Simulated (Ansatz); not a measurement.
MgSe: Se jump into a vacancy

Level of theory: DFT PBE, scalar-relativistic, plane waves, PAW (Ansatz). Settings: plane waves to 420 eV, k-mesh 4×4×4 (Γ-centred), Gaussian smearing 0.05 eV. No spin polarisation.

The perfect supercell:

```yaml
crystal:
  lattice:
    - [-5.50895, -5.50895, 0.00000]
    - [-5.50895, 0.00000, -5.50895]
    - [0.00000, -5.50895, -5.50895]
  atoms:
    - { symbol: Mg, position: [0.50000, 0.50000, 0.00000] }
    - { symbol: Mg, position: [0.00000, 0.50000, 0.00000] }
    - { symbol: Mg, position: [0.50000, 0.00000, 0.00000] }
    - { symbol: Mg, position: [0.00000, 0.00000, 0.00000] }
    - { symbol: Mg, position: [0.50000, 0.50000, 0.50000] }
    - { symbol: Mg, position: [0.00000, 0.50000, 0.50000] }
    - { symbol: Mg, position: [0.50000, 0.00000, 0.50000] }
    - { symbol: Mg, position: [0.00000, 0.00000, 0.50000] }
    - { symbol: Se, position: [0.25000, 0.25000, 0.25000] }
    - { symbol: Se, position: [0.75000, 0.25000, 0.25000] }
    - { symbol: Se, position: [0.25000, 0.75000, 0.25000] }
    - { symbol: Se, position: [0.75000, 0.75000, 0.25000] }
    - { symbol: Se, position: [0.25000, 0.25000, 0.75000] }
    - { symbol: Se, position: [0.75000, 0.25000, 0.75000] }
    - { symbol: Se, position: [0.25000, 0.75000, 0.75000] }
    - { symbol: Se, position: [0.75000, 0.75000, 0.75000] }
```

Atom 9 (Se) is removed, leaving a vacancy without charge, and atom 10 jumps 3.90 Å into it. The vacancy and the half-way point are each relaxed at fixed cell, keeping their symmetry. The supercell is small, and one in 8 of its Se atoms is missing. It repeats after two jumps, so the jumping atom has a vacancy on both sides, which can shift the barrier from that beside a lone vacancy.

**Question.** How high does the half-way point lie?

**Answer.** 1.93 eV above the relaxed vacancy, with the jumping atom 0.00 Å off the straight line, where the cell's symmetry pins it, so a bent path, which could be lower, wasn't tried. This is the barrier if that point is a first-order saddle, which wasn't checked.

Cost: 2 runs of about 13 core-minutes in all, on AMD EPYC (Zen 3) (shared hosts).